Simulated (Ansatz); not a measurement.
**MoS$_{2}$ (P6_3/mmc), one atom moved along a line**

All numbers below come from DFT PBEsol, scalar-relativistic, plane waves, PAW (Ansatz). Cutoff 420 eV, Γ-centred 12×12×2 k-points, Gaussian smearing of 0.05 eV. No spin polarisation. Energies are free energies at this smearing, counted from the undisturbed cell; pressure is positive in compression.

Reference structure (relaxed at this level):

```xyz
6
Lattice="3.1414 0.0000 0.0000 -1.5707 2.7206 0.0000 0.0000 0.0000 12.5788" Properties=species:S:1:pos:R:3 pbc="T T T"
Mo    0.0000    1.8137    3.1447
Mo    1.5707    0.9069    9.4341
S     0.0000    1.8137    7.8750
S     1.5707    0.9069    1.5856
S     0.0000    1.8137   10.9932
S     1.5707    0.9069    4.7038
```

The cell holds layers and no dispersion correction was added, so their binding is poorly described.

Atom 1 (Mo) is moved by x along the Cartesian unit vector (-0.500, -0.866, 0.000); the cell and all other atoms stay fixed.

```csv
x (Å),ΔE (meV/cell),force along x on the moved atoms (eV/Å),pressure (GPa),gap on the mesh (eV)
-0.1000,?,2.08,?,0.94
-0.0500,26.1,1.04,0.1,0.96
0.0000,0.0,0.00,0.0,0.98
0.0125,1.6,-0.26,0.0,0.97
0.0250,6.5,?,0.0,?
0.0375,14.7,-0.78,0.0,0.96
0.0625,40.8,-1.30,0.1,0.95
0.0750,58.8,-1.56,0.2,0.95
0.0875,79.9,-1.82,0.2,0.94
```

By symmetry 0.1000 repeats -0.1000, -0.0750 repeats 0.0750, 0.0500 repeats -0.0500, -0.0250 repeats 0.0250 in energy; the slope of the energy along the path changes sign there.

Problem. Give the withheld values.

Solution. ΔE (meV/cell) at x (Å) = -0.1000: 104.3; pressure (GPa) at x (Å) = -0.1000: 0.3; force along x on the moved atoms (eV/Å) at x (Å) = 0.0250: -0.52; gap on the mesh (eV) at x (Å) = 0.0250: 0.97.

Cost: 9 runs of about 3.9 core-minutes in all, on Intel Xeon Platinum 8488C (Sapphire Rapids) (shared hosts).